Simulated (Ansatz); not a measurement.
**How far is PAW off for MgO?**

```
Mg O
1.0
     0.00000    2.10383    2.19920
     2.10383    0.00000    2.19920
     2.10383    2.10383    0.00000
Mg O
1 1
Direct
  0.00000 0.00000 0.00000
  0.50000 0.50000 0.50000
```

Atoms are numbered in the order listed.

Conventional cell: a = 2.975 Å, b = 2.975 Å, c = 4.398 Å, α = 90.00°, β = 90.00°, γ = 90.00°. Mg (atom 1) is surrounded by 6 O at 2.10 to 2.20 Å. O (atom 2) is surrounded by 6 Mg at 2.10 to 2.20 Å.

Structure: COD 9006462, as refined from experiment and not relaxed. It was measured hot, at 1305 K. The listed cell was then made from it by scaling, straining or moving an atom.

Methods: DFT, PBE, PAW with Ansatz's default frozen-core files, scalar-relativistic (Ansatz 0.2.0); DFT, PBE, all-electron LAPW, scalar-relativistic (Ansatz 0.2.0).

For PAW: a Γ-centred 11×11×11 k mesh, Fermi–Dirac smearing of 0.01 eV, cutoff 420 eV, no spin polarisation. LAPW targets a basis error of 1 meV/atom. The Ansatz runs share mesh, smearing and spin set-up. Plane-wave (PAW) pressures include the program's estimate of the Pulay term.

Stress and pressure are positive in compression.

The change that made this cell: z strained by +3 % at fixed volume.

PAW results:

```
       quantity    PAW
 pressure (GPa)  -1.13
stress xx (GPa)   1.13
stress zz (GPa)  -5.65
  band gap (eV)  4.287
```

Task: What does LAPW (all electrons) give for the same quantities?

Result: 
```csv
quantity,LAPW
pressure (GPa),-1.07
stress xx (GPa),1.20
stress zz (GPa),-5.63
band gap (eV),4.281
```
